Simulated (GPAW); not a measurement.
A run of GPAW 26.7.0 is set up as follows.

File run.py:

```python
from ase.dft.bandgap import bandgap
from ase.io import read, write
from ase.units import GPa
from gpaw import GPAW, PW

atoms = read('GaP.xyz')

calc = GPAW(mode=PW(600),
            xc='PBE',
            kpts={'size': (8, 8, 8), 'gamma': True},
            occupations={'name': 'methfessel-paxton', 'order': 0, 'width': 0.026000000000000002},
            nbands=11,
            convergence={'density': 1e-05, 'energy': 1e-05},
            maxiter=150,
            txt='gpaw.txt')
atoms.calc = calc
energy = atoms.get_potential_energy()
forces = atoms.get_forces()
stress = atoms.get_stress()
calc.write('gs.gpw')
write('result.traj', atoms)
print(f'Energy: {energy:.6f} eV')
print('Forces (eV/A):')
print(forces.round(4))
print('Stress (GPa):', (stress / GPa).round(3))
print('Fermi level:', round(calc.get_fermi_level(), 4), 'eV')
print(f'Gap: {bandgap(calc)[0]:.4f} eV, direct: {bandgap(calc, direct=True)[0]:.4f} eV')
```

File GaP.xyz:

```xyz
2
Lattice="0.0000000000 2.7252500000 2.7252500000 2.7252500000 0.0000000000 2.7252500000 2.7252500000 2.7252500000 0.0000000000" Properties=species:S:1:pos:R:3 pbc="T T T"
Ga     0.0000000000      0.0000000000      0.0000000000
P      4.0878750000      4.0878750000      4.0878750000
```

Potentials or basis: GPAW PAW data sets (gpaw-data 1.2.1), pw.

The run is started by

```sh
$ OMP_NUM_THREADS=1 python run.py
```

Question: Estimate the band gap on the k mesh.

Answer: 1.67 eV, indirect (least direct gap 1.89 eV).

Question: What does it give for the pressure?

Answer: 4.5 GPa.

**Measured values to compare with.**

“Stacking defects in GaP nanowires: Electronic structure and optical properties”, 2018, arxiv:1810.01194 quotes, for a bulk crystal of GaP at 10 K: band gap 2.34 eV (indirect).

A measured gap of GaP is 2.34 eV (indirect; 10 K; quoted in “Stacking defects in GaP nanowires: Electronic structure and optical properties”, 2018, arxiv:1810.01194); the calculated 1.67 eV misses it by -0.67 eV. Spin-orbit coupling on Ga is left out. The value is that of PBE on a finite k mesh, which can miss the band edges, without temperature or zero-point motion. Semilocal functionals fall short of measured gaps as a rule.
